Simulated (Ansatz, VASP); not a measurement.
**Ir in VASP and in Ansatz**

```
Ir
1.0
     0.00000    1.88051    1.88051
     1.88051    0.00000    1.88051
     1.88051    1.88051    0.00000
Ir
1
Direct
  0.00000 0.00000 0.00000
```

Change from the starting cell: volume scaled by 0.94.

Alike in both runs: task single point; functional PBE; k mesh 15 × 15 × 15; occupations fermi-dirac, width 0.05 eV; no spin polarisation.

|  | VASP | Ansatz |
| --- | --- | --- |
| version | VASP 6.6.1 | Ansatz 0.2.0 |
| potentials or method | VASP PAW PBE potentials, release 64 (Ir), cutoff 520 eV | all-electron LAPW, scalar-relativistic |

|  | VASP | Ansatz | Ansatz less VASP |
| --- | --- | --- | --- |
| pressure (GPa) | 38.2 | 37.1 | -1.15 |

Ansatz ran all-electron here, so the differences hold the error of VASP's frozen core and of both bases.

Caveats: so large a pressure means that the cell lies far from this level's equilibrium, or that cutoff or potentials fall short (VASP). The runs have no spin-orbit coupling, so splittings on Ir are missing.
